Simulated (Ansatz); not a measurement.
## A strain series on NaH (CsCl type): uniaxial along z, other directions held

NaH in the CsCl structure, relaxed with r2SCAN in Ansatz, then strained (uniaxial along z, other directions held; changes of length per length, axes as in the cell below) with the atoms relaxed again within the symmetry that is left. Space group Pm-3m (No. 221), cubic; conventional cell a = 2.932 Å, 12.61 Å³ an atom. Na has 8 H at 2.54 Å; H has 8 Na at 2.54 Å. All values are calculated for a non-magnetic cell, which may be hypothetical.

```
CELL_PARAMETERS angstrom
2.93239 0.00000 0.00000
0.00000 2.93239 0.00000
0.00000 0.00000 2.93239
ATOMIC_POSITIONS crystal
Na 0.00000 0.00000 0.00000
H 0.50000 0.50000 0.50000
```

Gaps are the least over each mesh (PBE 8×8×8, r2SCAN 8×8×8, HSE06 6×6×6 when unstrained) and the special points, which keep their unstrained names; stress is the change from the unstrained cell, compression positive.

```tsv
strain (%)	gap, PBE (eV)	gap, r2SCAN (eV)	gap, HSE06 (eV)	edges, HSE06	stress along the strain, r2SCAN (GPa)	energy rise, r2SCAN (meV/atom)
-5.73	0.819	1.382	1.677	R → X	+6.82	14.8
-4.94	0.853	1.416	1.709	R → X	+5.79	10.9
-4.74	0.862	1.424	1.717	R → X	+5.53	10.0
0.0	1.035	1.596	1.881	R → X	0.00	0.0
```

The meshes of the hybrids are coarse, so their gaps aren't converged to the digits shown.
